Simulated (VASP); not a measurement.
## A VASP 6.6.1 single-point calculation on LiF

INCAR

```
LCHARG = .FALSE.
PREC = Accurate
ENCUT = 520
EDIFF = 1E-7
NELECT = 9.98
SIGMA = 0.01
ALGO = Normal
LWAVE = .FALSE.
LASPH = .FALSE.
LREAL = .FALSE.
IBRION = -1
ISMEAR = 0
NELM = 120
METAGGA = R2SCAN
NBANDS = 12
NSW = 0
ISIF = 2
```

KPOINTS

```
KPOINTS created by Atomic Simulation Environment
0
Gamma
10 10 10
0 0 0
```

POSCAR

```
Li F
 1.0000000000000000
    -0.0368410052000000    1.9979281671000000    1.9979281671000000
     1.9979281671000000   -0.0368410052000000    1.9979281671000000
     1.9979281671000000    1.9979281671000000   -0.0368410052000000
 Li  F
   1   1
Cartesian
  0.0000000000000000  0.0000000000000000  0.0000000000000000
  1.9795076645000000  1.9795076645000000  1.9795076645000000
```

The recommended PBE PAW datasets give the neutral cell 10 valence electrons.

Command

```
mpirun -np 1 vasp_std
```

OSZICAR

```
N       E                     dE             d eps       ncg     rms          rms(c)
DAV:   1     0.280650020578E+02    0.28065E+02   -0.48553E+03  2904   0.769E+02
DAV:   2    -0.137549310553E+02   -0.41820E+02   -0.40974E+02  3348   0.195E+02
DAV:   3    -0.148764746955E+02   -0.11215E+01   -0.11155E+01  3844   0.277E+01
DAV:   4    -0.148874367724E+02   -0.10962E-01   -0.10959E-01  3184   0.278E+00
DAV:   5    -0.148875721722E+02   -0.13540E-03   -0.13539E-03  3908   0.222E-01    0.375E+00
DAV:   6    -0.118646094299E+02    0.30230E+01   -0.61112E-01  2872   0.580E+00    0.151E+00
DAV:   7    -0.118651732983E+02   -0.56387E-03   -0.49929E-01  3328   0.491E+00    0.122E+00
DAV:   8    -0.120395722416E+02   -0.17440E+00   -0.13237E+00  3020   0.774E+00    0.296E+00
DAV:   9    -0.118637235682E+02    0.17585E+00   -0.89003E-01  2936   0.605E+00    0.948E-02
DAV:  10    -0.118628272363E+02    0.89633E-03   -0.81728E-03  3252   0.933E-01    0.126E-01
DAV:  11    -0.118627923345E+02    0.34902E-04   -0.11371E-04  3244   0.105E-01    0.809E-02
DAV:  12    -0.118626876895E+02    0.10465E-03   -0.73161E-04  3128   0.179E-01    0.529E-03
DAV:  13    -0.118626885228E+02   -0.83337E-06   -0.64309E-06  3376   0.239E-02    0.171E-03
DAV:  14    -0.118626891907E+02   -0.66788E-06   -0.93425E-08  3728   0.287E-03    0.111E-03
DAV:  15    -0.118626888624E+02    0.32829E-06   -0.13079E-07  1720   0.246E-03    0.953E-05
DAV:  16    -0.118626888209E+02    0.41505E-07   -0.26443E-09  1544   0.511E-04
   1 F= -.11862689E+02 E0= -.11862665E+02  d E =-.478209E-04
```

Standard output (part)

```
POSCAR found type information on POSCAR LiF
 POSCAR found :  2 types and       2 ions
 LDA part: xc-table for (None), standard interpolation
 POSCAR, INCAR and KPOINTS ok, starting setup
 WAVECAR not read
 entering main loop
 the old and the new charge density differ
    0.375E+00
```

From OUTCAR

```
k-points           NKPTS =    116   k-points in BZ     NKDIM =    116   number of bands    NBANDS=     12

   NELECT =       9.9800    total number of electrons

   dimension x,y,z NGX =    24 NGY =   24 NGZ =   24
   dimension x,y,z NGXF=    48 NGYF=   48 NGZF=   48

  energy-cutoff  :      520.00
  volume of cell :       16.39
      direct lattice vectors                 reciprocal lattice vectors
    -0.036841005  1.997928167  1.997928167    -0.243441471  0.248014765  0.248014765
     1.997928167 -0.036841005  1.997928167     0.248014765 -0.243441471  0.248014765
     1.997928167  1.997928167 -0.036841005     0.248014765  0.248014765 -0.243441471

 k-points in reciprocal lattice and weights: KPOINTS created by Atomic Simulation Env
   0.00000000  0.00000000  0.00000000       0.001
   0.10000000  0.00000000  0.00000000       0.006
   0.20000000  0.00000000  0.00000000       0.006
   0.30000000  0.00000000 -0.00000000       0.006
   0.40000000  0.00000000  0.00000000       0.006
   0.50000000  0.00000000 -0.00000000       0.003
   0.10000000  0.10000000  0.00000000       0.006
   0.20000000  0.10000000  0.00000000       0.012
   ...

 E-fermi :  -1.6684

 k-point     1 :       0.0000    0.0000    0.0000
  band No.  band energies     occupation
      1     -43.7035      2.00000
      2     -22.7923      2.00000
      3      -1.7466      2.00000
      4      -1.7466      2.00000
      5      -1.6229      0.00000
      6       8.5878      0.00000
      7      23.5032      0.00000
      8      23.5032      0.00000
      9      24.2767      0.00000
     10      24.2767      0.00000
     11      24.4564      0.00000
     12      24.5556      0.00000

 k-point     2 :       0.1000    0.0000    0.0000
  band No.  band energies     occupation
      1     -43.6982      2.00000
      2     -22.7564      2.00000
      3      -2.0089      2.00000
      4      -1.7672      2.00000
      5      -1.6594      0.20340
      6       8.8712      0.00000
      7      20.8096      0.00000
      8      22.5743      0.00000
      9      23.0418      0.00000
     10      24.8994      0.00000
     11      25.4449      0.00000
     12      25.7292      0.00000

 k-point     3 :       0.2000    0.0000    0.0000
  band No.  band energies     occupation
      1     -43.6845      2.00000
      2     -22.6617      2.00000
      3      -2.6694      2.00000
      4      -1.8198      2.00000
      5      -1.7269      2.00000
      6       9.5010      0.00000
      7      18.3243      0.00000
      8      21.1170      0.00000
      9      21.4887      0.00000
     10      26.0795      0.00000
     11      26.5158      0.00000
     12      26.9547      0.00000

 k-point     4 :       0.3000    0.0000   -0.0000
  band No.  band energies     occupation
      1     -43.6674      2.00000
      2     -22.5396      2.00000
      3      -3.4119      2.00000
      4      -1.8827      2.00000
      5      -1.8047      2.00000
      6      10.0334      0.00000
      7      16.8740      0.00000
      8      19.8469      0.00000
      9      20.1960      0.00000
     10      27.7316      0.00000
     11      27.9294      0.00000
     12      28.6058      0.00000

 ...

  Total       -0.4413770     -0.4413770     -0.4413770      0.0908718      0.0908718      0.0908718
  in kB      -43.1422513    -43.1422513    -43.1422513      8.8822351      8.8822351      8.8822351
  external PRESSURE =     -43.1422513 kB  Pullay stress =       0.0000000 kB

 POSITION                                       TOTAL-FORCE (eV/Angst)
 -----------------------------------------------------------------------------------
      0.00000      0.00000      0.00000         0.000000      0.000000      0.000000
      1.97951      1.97951      1.97951        -0.000000     -0.000000     -0.000000
 -----------------------------------------------------------------------------------
    total drift:                               -0.000000     -0.000000      0.000000

  FREE ENERGIE OF THE ION-ELECTRON SYSTEM (eV)
  ---------------------------------------------------
  free  energy   TOTEN  =       -11.8626888209 eV

  energy  without entropy=      -11.8626410000  energy(sigma->0) =      -11.86266491
```

It converged. Results: pressure -4.3 GPa.

The cell is charged and sits in a uniform background.

For comparison, a separate r²SCAN run of the intended cell, on usual settings and not on those above, gives a gap of 10.13 eV on its mesh and a pressure of -3.2 GPa.

The run above took about 56 s on one core of a shared host (Intel Xeon Platinum 8488C) and held 0.15 GiB at most.
